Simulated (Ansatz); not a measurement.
## AgCl under strains and displacements

Method: DFT PBE, scalar-relativistic, plane waves, PAW (Ansatz 0.2.0).

Cutoff 420 eV; k points 8×8×8 on the computed 2-atom cell (Γ-centred); Gaussian smearing, width 0.02 eV; no spin polarisation.

Reference cell:

```
CELL_PARAMETERS angstrom
0.00000 2.77315 2.77315
2.77315 0.00000 2.77315
2.77315 2.77315 0.00000
ATOMIC_POSITIONS crystal
Ag 0.50000 0.50000 0.50000
Cl 0.00000 0.00000 0.00000
```

Each variant moves atoms of this cell by the vectors given, if any (Å), and then applies a symmetric strain (tensor components, Cartesian axes). The reference cell isn't relaxed at this level. Energies are per atom at zero smearing, counted from the lowest variant. Pressure is positive in compression.

1. no strain; moves: Cl2 (0.000, 0.000, 0.045)
2. no strain; moves: Ag1 (0.000, 0.150, 0.000)
3. strain (xx yy zz yz xz xy, %) -1.46 -1.46 -1.46 0.00 0.00 0.00
4. strain (xx yy zz yz xz xy, %) 2.51 2.51 2.51 0.00 0.00 0.00
5. strain (xx yy zz yz xz xy, %) 1.11 -4.12 -2.66 -1.22 1.40 1.41; moves: Ag1 (-0.047, -0.038, -0.080); Cl2 (0.047, 0.038, 0.080)
6. strain (xx yy zz yz xz xy, %) -2.34 -3.13 -3.25 -0.57 1.00 -0.89; moves: Ag1 (0.023, 0.080, -0.055); Cl2 (-0.023, -0.080, 0.055)
7. no strain; moves: Ag1 (-0.193, -0.116, 0.002)

| result | ΔE (meV/atom) | P (GPa) | largest force (eV/Å) | gap on mesh (eV) |
| --- | --- | --- | --- | --- |
| A | 0.0 | 1.65 | 0.05 | 0.91 |
| B | 15.5 | 4.08 | 0.00 | 0.90 |
| C | 67.7 | 8.04 | 0.45 | 0.85 |
| D | 6.4 | 1.99 | 0.20 | 0.94 |
| E | 15.0 | 2.45 | 0.30 | 0.89 |
| F | 0.0 | -1.48 | 0.00 | 0.94 |
| G | 47.0 | 6.04 | 0.40 | 0.73 |

Which variant gave which result?

A is 1, B is 3, C is 6, D is 2, E is 7, F is 4, G is 5.